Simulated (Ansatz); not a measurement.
**HfN (WC type): how the settings move a single-point run**

How sensitive is a single-point run of HfN (WC type) to its settings? A reference run comes first, then five runs with altered input.

Computed with Ansatz 0.2.0 (reference: DFT r2SCAN, scalar-relativistic, plane waves, PAW, unless a step's input says otherwise).

1 further run of the same task is left out (it didn't finish). Runs told in other sessions of the task aren't counted.

## 1. The structure to begin with

Symmetry: P-6m2, No. 187, hexagonal system. Conventional cell: a = 3.085 Å, b = 3.085 Å, c = 2.891 Å, α = 90.00°, β = 90.00°, γ = 120.00°. Around Hf (site symmetry -6m2) lie 6 N at 2.29 Å. Around N (site symmetry -6m2) lie 6 Hf at 2.29 Å.

As a file:

```
CELL_PARAMETERS angstrom
3.08543 0.00000 0.00000
-1.54272 2.67206 0.00000
0.00000 0.00000 2.89086
ATOMIC_POSITIONS crystal
Hf 0.00000 0.00000 0.00000
N 0.66667 0.33333 0.50000
```

## 2. The reference run

The input, input.yaml:

```yaml
crystal:
  lattice:
    - [3.0854334487, 0.0, 0.0]
    - [-1.5427167244, 2.6720637483, 0.0]
    - [0.0, 0.0, 2.8908649372]
  atoms:
    - { symbol: Hf, position: [0.0, 0.0, 0.0] }
    - { symbol: "N", position: [0.6666666667, 0.3333333333, 0.5] }
basis:
  ecutwfc: 500
  ecutrho_ratio: 4
kpoints:
  mp_grid: { grid: [12, 12, 12] }
  band_path:
    path:
      - [[0.0, 0.0, 0.0], [0.5, 0.0, 0.0], [0.33333333, 0.33333333, 0.0], [0.0, 0.0, 0.0], [0.0, 0.0, 0.5], [0.5, 0.0, 0.5], [0.33333333, 0.33333333, 0.5], [0.0, 0.0, 0.5]]
      - [[0.5, 0.0, 0.5], [0.5, 0.0, 0.0]]
      - [[0.33333333, 0.33333333, 0.5], [0.33333333, 0.33333333, 0.0]]
    npoints: 14
hamiltonian:
  xc: r2scan
scf:
  occupations: { method: gaussian, width: 0.05 }
  n_extra_bands: 11
output:
  forces: true
  stress: true
  eigenvalues: true
  populations: true
  dos: { projected: true, de: 0.02, nscf_kmesh: { grid: [18, 18, 18] } }
  bader: true
  write_density: true
  write_potential: true
  elf: true
  volumetric_format: npy
```

On the command line:

```sh
> ansatz run input.yaml --threads 2 --pin off --max-ram 2662MiB --backend cpu --events-out ev --progress --plain --runs-dir out
```

## 3. Changing settings: chi_scale 0.1

The input, input.yaml:

```yaml
crystal:
  lattice:
    - [3.085433448723, 2.886743673908e-11, 0.0]
    - [-1.542716724386, 2.672063748266, 0.0]
    - [0.0, 0.0, 2.8908649372]
  atoms:
    - { symbol: Hf, position: [-3.700743415525e-17, 0.0, 0.0] }
    - { symbol: "N", position: [0.6666666666667, 0.3333333333333, 0.5] }
basis:
  ecutwfc: 500
  ecutrho_ratio: 4
kpoints:
  mp_grid: { grid: [12, 12, 12] }
hamiltonian:
  xc: r2scan
scf:
  occupations: { method: gaussian, width: 0.05 }
  initial_density: { chi_scale: 0.1 }
output:
  forces: true
  stress: true
```

## 4. Changing settings: n_extra_bands 32

The input, input.yaml:

```yaml
crystal:
  lattice:
    - [3.085433448723, 2.886743673908e-11, 0.0]
    - [-1.542716724386, 2.672063748266, 0.0]
    - [0.0, 0.0, 2.8908649372]
  atoms:
    - { symbol: Hf, position: [-3.700743415525e-17, 0.0, 0.0] }
    - { symbol: "N", position: [0.6666666666667, 0.3333333333333, 0.5] }
basis:
  ecutwfc: 500
  ecutrho_ratio: 4
kpoints:
  mp_grid: { grid: [12, 12, 12] }
hamiltonian:
  xc: r2scan
scf:
  occupations: { method: gaussian, width: 0.05 }
  n_extra_bands: 32
output:
  forces: true
  stress: true
  write_density: true
  write_potential: true
  elf: true
  volumetric_format: npy
```

## 5. Changed: ecutrho_ratio 6, dispersion d3bj

The input, input.yaml:

```yaml
crystal:
  lattice:
    - [3.085433448723, 2.886743673908e-11, 0.0]
    - [-1.542716724386, 2.672063748266, 0.0]
    - [0.0, 0.0, 2.8908649372]
  atoms:
    - { symbol: Hf, position: [-3.700743415525e-17, 0.0, 0.0] }
    - { symbol: "N", position: [0.6666666666667, 0.3333333333333, 0.5] }
basis:
  ecutwfc: 500
  ecutrho_ratio: 6
kpoints:
  mp_grid: { grid: [12, 12, 12] }
hamiltonian:
  xc: r2scan
  dispersion: d3bj
scf:
  occupations: { method: gaussian, width: 0.05 }
output:
  forces: true
  stress: true
  write_density: true
  write_potential: true
  elf: true
  volumetric_format: npy
```

## 6. Changed: preconditioner local_kerker

The input, input.yaml:

```yaml
crystal:
  lattice:
    - [3.085433448723, 2.886743673908e-11, 0.0]
    - [-1.542716724386, 2.672063748266, 0.0]
    - [0.0, 0.0, 2.8908649372]
  atoms:
    - { symbol: Hf, position: [-3.700743415525e-17, 0.0, 0.0] }
    - { symbol: "N", position: [0.6666666666667, 0.3333333333333, 0.5] }
basis:
  ecutwfc: 500
  ecutrho_ratio: 4
kpoints:
  mp_grid: { grid: [12, 12, 12] }
hamiltonian:
  xc: r2scan
scf:
  occupations: { method: gaussian, width: 0.05 }
  mixing: { preconditioner: local_kerker }
output:
  forces: true
  stress: true
```

## 7. Variant: xc pbe

The input, input.yaml:

```yaml
crystal:
  lattice:
    - [3.085433448723, 2.886743673908e-11, 0.0]
    - [-1.542716724386, 2.672063748266, 0.0]
    - [0.0, 0.0, 2.8908649372]
  atoms:
    - { symbol: Hf, position: [-3.700743415525e-17, 0.0, 0.0] }
    - { symbol: "N", position: [0.6666666666667, 0.3333333333333, 0.5] }
basis:
  ecutwfc: 500
  ecutrho_ratio: 4
kpoints:
  mp_grid: { grid: [12, 12, 12] }
hamiltonian:
  xc: pbe
scf:
  occupations: { method: gaussian, width: 0.05 }
output:
  forces: true
  stress: true
```

Q: Predict the outcome of this session. Wanted: for each run, ending; energy change; pressure; gap; force.

**Answer**, as computed:

```csv
run,ending,energy change,pressure (GPa),gap (eV),force (eV/Å),cycles,time
reference,converged,0,0.0,0.00,0.00,8,35 s
1: chi_scale 0.1,converged,0.0 meV/atom,0.0,0.00,0.00,8,7.5 s
2: n_extra_bands 32,converged,0.0 meV/atom,0.0,0.00,0.00,8,19 s
"3: ecutrho_ratio 6, dispersion d3bj",converged,-176.9 meV/atom (offset of the dispersion model),-2.4,0.00,0.00,8,11 s
4: preconditioner local_kerker,converged,0.0 meV/atom,0.0,0.00,0.00,7,6.6 s
5: xc pbe,converged,not comparable,4.0,0.00,0.00,7,3.9 s
```

Times don't compare one to one where runs were asked for different outputs or read a saved state (see the inputs); cycles may leave out searches for a lower state.

Residual by cycle in the longest SCF loop of each run; runs are numbered as in the table. The quantity is the density residual dr2, in eV.

```csv
cycle,reference,run 1,run 2,run 3,run 4,run 5
1,0.0572,0.354,0.0575,0.057,0.057,0.0291
2,0.0283,0.172,0.0283,0.0283,0.0192,0.0139
3,0.00949,0.105,0.00945,0.00949,0.0047,1.1e-4
4,0.00192,0.0105,0.00191,0.00193,2.5e-4,4.1e-5
5,1.9e-4,1.6e-4,1.8e-4,1.9e-4,1.5e-5,5.6e-7
6,7.5e-6,3.6e-5,7.8e-6,7.7e-6,3.3e-6,3.2e-8
7,9.3e-8,1.0e-6,9.4e-8,8.8e-8,2.3e-8,3.6e-10
8,8.8e-10,1.4e-8,9.9e-10,9.0e-10,-,-
```

Of the converged runs whose energies compare with the reference's, none moves it noticeably. The pressure spans -2.4 to 4.0 GPa over the reference and the converged variants.
